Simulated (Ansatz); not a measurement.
Ca:

```
Ca
1.0
    -2.27312    2.14181    2.33733
     2.16792   -2.16128    2.25161
     2.32967    2.21784   -2.35681
Ca
1
Direct
  0.00000 0.00000 0.00000
```

The cell isn't the ideal one: cell strained at random at fixed volume.

A run of Ansatz 0.2.0 on this cell left the log below. Logs are shortened: lines on timing, memory, paths and dates and some standing lists are left out, and cuts for length are marked.

```text
Warning: RAYON_NUM_THREADS=1 ignored (pool sized by the plan → 1); use --threads N
LAPW: plane waves up to 4.828 Å⁻¹, error target 1.0e-3 eV per atom; small_component_spin mean_spin; Ca in spheres of 1.900 Å, 10 of its electrons in bands, Dirac shells [] (how accurate: hamiltonian.pseudopotentials.lapw.basis_error, Limitations)
Engine: ansatz 0.2.0, x86_64-unknown-linux-gnu
Pseudopotentials: kind: all_electron
Pseudopotential: Ca, LAPW, valence charge 10, lapw/all_electron/scalar/gaussian/Ca, Koelling and Harmon's equation, gaussian nucleus
Functional definition: SPW92
  exchange = slater_x
  correlation = pw_c
Crystal: 1 atoms, lattice volume = 44.958 Å³
Basis set: ecut = 88.81336329536292 eV, 81 PW (Γ), exchange–correlation at level 2
Bands: 9, of which v1, the nominal top of the filled ones, is band 5 counted from 1 (4 counted from 0)
Symmetry: 2 space group operations
Space group: P-1 (ITA 2), of the structure as read, at distance tolerance 3.6e-5 Å
k-points: 260 of 512
Non-local potential: Ca, projectors of the file, none
Initial density: superposition of atomic densities (chi_scale 0.1, normalization cell)
Initial wavefunctions: plane waves of lowest kinetic energy (no species holds an atomic orbital)
Functional: x = slater, c = lda
iter 1 solved again at ethr=5.10e-5 eV; its pass at ethr=1.00e-1 eV (dr2=5.10e-3 eV) is discarded
SCF iter   1: F=—  HF=-18470.225299 eV  |F-HF|=—  |Δ(HF+E_count)|=         —  Δρ=2.69e-3  dr2=5.07e-3  ethr=5.10e-5  ⟨swp⟩=3.5  Hψ=18709  notcnv=0
preconditioner: auto → Kerker (q_TF=auto, 2.124 Å⁻¹)  [metal: Δε(μ)=0.010 eV  Ē_g=3.273 eV  σ=0.050 eV  W_gap=0.11  n_scr=12 (ndim 8)  ℏωp=7.8 eV  f_vac=0.000  D(μ)=1.39/eV (n_scr^D=12)]
SCF iter   2: F=—  HF=-18470.224455 eV  |F-HF|=—  |Δ(HF+E_count)|=   8.44e-4  Δρ=2.21e-3  dr2=3.65e-3  ethr=5.07e-5  ⟨swp⟩=2.0  Hψ=7533  notcnv=0
SCF iter   3: F=—  HF=-18470.226232 eV  |F-HF|=—  |Δ(HF+E_count)|=   1.78e-3  Δρ=1.31e-3  dr2=1.45e-3  ethr=3.65e-5  ⟨swp⟩=2.0  Hψ=7317  notcnv=0
SCF iter   4: F=—  HF=-18470.226718 eV  |F-HF|=—  |Δ(HF+E_count)|=   4.86e-4  Δρ=3.89e-4  dr2=1.53e-4  ethr=1.45e-5  ⟨swp⟩=2.0  Hψ=7328  notcnv=0
iter 5 solved again at ethr=6.11e-8 eV; its pass at ethr=1.53e-6 eV (dr2=6.11e-6 eV) is discarded
SCF iter   5: F=—  HF=-18470.226744 eV  |F-HF|=—  |Δ(HF+E_count)|=   2.59e-5  Δρ=8.67e-5  dr2=6.11e-6  ethr=6.11e-8  ⟨swp⟩=2.0  Hψ=12031  notcnv=0
SCF iter   6: F=—  HF=-18470.226744 eV  |F-HF|=—  |Δ(HF+E_count)|=   3.79e-7  Δρ=2.79e-5  dr2=4.61e-7  ethr=6.11e-8  ⟨swp⟩=2.0  Hψ=7315  notcnv=0
SCF iter   7: F=-18470.226744 eV  HF=-18470.226744 eV  |F-HF|=3.05e-9  |Δ(HF+E_count)|=   4.88e-8  Δρ=3.10e-6  dr2=4.64e-9  ethr=4.61e-9  ⟨swp⟩=2.0  Hψ=7315  notcnv=0
SCF 1 converged in 7 iterations: F = -18470.226744 eV  dr2 = 4.64e-9
SCF converged after 7 iterations
Free energy (F): -18470.226744 eV
Harris-Foulkes:  -18470.226744 eV  (|F-HF|=3.05e-9)
Internal energy: -18470.225018 eV  (E = F + TS)
E sigma→0 (E₀):  -18470.225881 eV
Entropy (-TS):   -0.001726 eV (-1.726 meV/atom)
Fermi energy:    4.636701 eV
--- Per-component energies (eV) ---
  E_band       = -178.337575
  E_kinetic    = 18600.565962
  E_xc         = -937.283547
  E_electrostatic = -36133.507433  (all electrons and nuclei)
  E_smearing   = -0.001726  (= −TS)
  E_closure    = 0.000000  (closes the sum)
  E_atoms      = -18468.106092  (free atoms, spherical and without spin; not in F)
  Σ components = -18470.226744   (vs F -18470.226744, Δ=0.00e0)
  Basis errors (estimates in eV, not in F): energy 3.7e-4 per atom: plane waves 3.6e-4 (1.9e-4 summed), levels above the bands 0.0e0, relativity 3.9e-10, radial functions 5.8e-6, core shells 2.2e-10; eigenvalues (radial functions only) 1.1e-6; not estimated: angular momenta, meshes, grids; target (lapw.basis_error) 1.0e-3; muffin-tin radii Ca 1.900 Å
--- Forces (eV/Å), atoms counted from 1 ---
  atom   1  Ca     0.00000000     0.00000000     0.00000000
  max |Σ_I F_I| component: 0.00e0 eV/Å
--- Stress (GPa, compression-positive) ---
       -2.492678      -0.299733       0.582409
       -0.299733      -2.467343       0.057471
        0.582409       0.057471      -2.479884
  P = ⅓ Tr σ = -2.4800 GPa (-24.800 kbar)
--- Band table (eV; the first three rows and the last of 260) ---
  k-point 0: bands = ["-37.2107", "-18.3703", "-18.3672", "-18.3653", "0.6828", "6.5395", "6.6447", "6.9150", "7.6032"]
  k-point 1: bands = ["-37.2091", "-18.3864", "-18.3707", "-18.3678", "0.9497", "6.4106", "6.6074", "6.9617", "7.6201"]
  k-point 2: bands = ["-37.2052", "-18.4262", "-18.3830", "-18.3688", "1.7104", "6.0573", "6.1059", "7.4486", "7.6947"]
  k-point 259: bands = ["-37.1897", "-18.4720", "-18.4511", "-18.4343", "4.6734", "4.7461", "7.9382", "8.2596", "8.2784"]
```

Task: What input gives this log?

Result: Single point with LDA, no spin polarisation. The files as run (others can give the same):

input.yaml
```yaml
crystal:
  lattice:
    - [-2.273118, 2.141811, 2.337333]
    - [2.167922, -2.161285, 2.251611]
    - [2.329673, 2.217841, -2.356807]
  atoms:
    - { symbol: Ca, position: [0.0, 0.0, 0.0] }
kpoints:
  mp_grid: { grid: [8, 8, 8] }
scf:
  occupations: { method: gaussian, width: 0.05 }
hamiltonian:
  xc: lda
  pseudopotentials: { kind: all_electron, lapw: { basis_error: 0.001 } }
output:
  forces: true
  stress: true
  eigenvalues: true
```

Potentials or basis: all-electron LAPW, scalar-relativistic.
Run with:
```console
$ ansatz run input.yaml --threads 1 --pin off --max-ram 3072MiB --backend cpu --events-out ev --progress --plain --runs-dir out
```

Caveat: the cell was measured hot, at 740 K.
